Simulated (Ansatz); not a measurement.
The system is Al2O3.

```
CELL_PARAMETERS angstrom
4.61378 0.00000 0.00000
0.00000 9.56328 0.00000
0.00000 0.00000 3.11986
ATOMIC_POSITIONS crystal
Al 0.98298 0.82457 0.00000
Al 0.01702 0.17543 0.00000
Al 0.48297 0.67543 0.50000
Al 0.51702 0.32457 0.50000
O 0.50000 0.50000 0.50000
O 0.12363 0.75305 0.50000
O 0.37637 0.25305 0.00000
O 0.62364 0.74695 0.00000
O 0.00000 0.00000 0.00000
O 0.87636 0.24695 0.50000
```

Measurements of this composition are mostly on another form, of space group No. 167.

Base run:

```yaml
Program: Ansatz 0.2.0
Functional: BLYP
Potentials_or_basis: Ansatz PAW
Cutoff: "420 eV (not typed: the program's choice for these potentials)"
k_mesh: 6 × 3 × 9
Occupations: fermi-dirac, width 0.05 eV
Spin: no spin polarisation
```

Its results: band gap on the k mesh 3.64 eV, direct; pressure 1.5 GPa; largest force 0.206 eV/Å.

Task: The run is repeated on the same cell with these changes: functional from BLYP to r2SCAN; cutoff from 420 eV (not typed: the program's choice for these potentials) to 500 eV (not typed: the program's choice for these potentials). What comes out?

Result: Band gap on the k mesh 4.12 eV, direct; pressure -4.1 GPa; largest force 0.209 eV/Å.

r2SCAN gives the wider gap, since meta-GGAs in the generalised Kohn-Sham scheme recover part of the derivative discontinuity.

Caveats: the PAW data sets come from PBE, with cores solved anew for the run's functional, which leaves a small shift of forces and pressure.
